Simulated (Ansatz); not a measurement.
## (10−10) slab of wurtzite AlN, 14.4 Å thick as cut, bare faces

Ansatz, PAW, plane waves, no spin–orbit coupling unless named; atoms relaxed with PBEsol, the curve by HSE06. The curve holds the local part of the PAW potentials, so its shape inside matter depends on the files.

```
Al N
1.0
     0.00000    0.00000    4.98353
     3.11382    0.00000    0.00000
     0.00000   27.38210    0.00000
Al N
12 12
Direct
  0.52147 0.50051 0.24693
  0.49793 0.00049 0.33739
  0.49585 0.50045 0.43468
  0.49508 0.00043 0.53300
  0.49314 0.50040 0.63182
  0.48925 0.00036 0.73265
  0.98919 0.00049 0.26740
  0.99320 0.50046 0.36825
  0.99510 0.00044 0.46707
  0.99583 0.50039 0.56539
  0.99788 0.00039 0.66268
  0.02164 0.50034 0.75315
  0.37130 0.00049 0.27013
  0.37641 0.50049 0.36882
  0.37721 0.00045 0.46724
  0.37734 0.50044 0.56569
  0.37754 0.00041 0.66406
  0.37372 0.50034 0.76104
  0.87355 0.50051 0.23902
  0.87752 0.00045 0.33603
  0.87736 0.50044 0.43440
  0.87720 0.00040 0.53285
  0.87630 0.50040 0.63126
  0.87138 0.00036 0.72996
```

Planar mean of the electrostatic potential energy along the normal, from the vacuum level:

(z (Å), v (eV)): (0.00, 0.00), (0.29, 0.00), (0.71, 0.00), (1.00, 0.00), (1.28, 0.00), (1.71, 0.00), (2.00, 0.00), (2.42, 0.00), (2.71, 0.00), (2.99, 0.00), (3.42, -0.01), (3.71, -0.01), (3.99, -0.02), (4.42, -0.06), (4.71, -0.13), (4.99, -0.27), (5.42, -0.91), (5.70, -2.05), (5.99, -4.99), (6.42, -11.05), (6.70, -12.98), (7.13, -13.69), (7.42, -13.14), (7.70, -10.25), (8.13, -5.14), (8.41, -4.81), (8.70, -7.29), (9.13, -11.48), (9.41, -12.68), (9.70, -13.03), (10.13, -11.92), (10.41, -9.55), (10.70, -6.47), (11.12, -5.17), (11.41, -7.62), (11.84, -11.58), (12.12, -12.67), (12.41, -12.93), (12.84, -11.70), (13.12, -9.35), (13.41, -6.35), (13.83, -5.28), (14.12, -7.80), (14.40, -10.66), (14.83, -12.72), (15.12, -12.91), (15.40, -12.27), (15.83, -9.18), (16.12, -6.18), (16.54, -5.30), (16.83, -7.97), (17.11, -10.87), (17.54, -12.88), (17.83, -12.94), (18.11, -12.24), (18.54, -8.92), (18.83, -5.79), (19.11, -4.57), (19.54, -8.30), (19.82, -11.91), (20.11, -13.61), (20.54, -13.38), (20.82, -12.26), (21.25, -7.23), (21.53, -3.18), (21.82, -1.37), (22.25, -0.40), (22.53, -0.17), (22.82, -0.08), (23.25, -0.02), (23.53, -0.01), (23.82, 0.00), (24.24, 0.00), (24.53, 0.00), (24.82, 0.00), (25.24, 0.00), (25.53, 0.00), (25.96, 0.00), (26.24, 0.00), (26.53, 0.00), (26.95, 0.00), (27.24, 0.00)

Problem. How far below the vacuum level do the top filled and the lowest empty level lie, by each functional?

Solution. PBEsol: 5.71 and 2.93 eV (gap 2.78 eV, a 4×6×1 mesh); HSE06: 6.38 and 2.40 eV (gap 3.98 eV, a 3×4×1 mesh). Either level can be a surface state and not a band edge of the crystal.

The small gap is probably a property of the surface, not of the crystal. Even the HSE06 value of 3.98 eV lies far below the known gap of bulk AlN, whereas confinement in a thin slab should widen the gap. The likely cause is an empty, Al-derived dangling-bond state pulled below the conduction band, with filled N lone pairs near the valence-band top. The relaxed geometry fits this picture: at both faces N sits outside Al, as expected when electrons transfer from the cation to the more electronegative anion, Al flattens towards sp² bonding and N keeps a lone pair. This charge transfer fills the anion states and empties the cation states without needing a metallic surface.

HSE06 lowers the filled level and raises the empty one, so the wider gap is not due to a shift of one level alone. The 2.40 eV depth of the empty level should therefore not be read as the electron affinity of bulk AlN. The equal vacuum levels on the two sides show no net dipole across the slab, as expected for this nonpolar orientation.
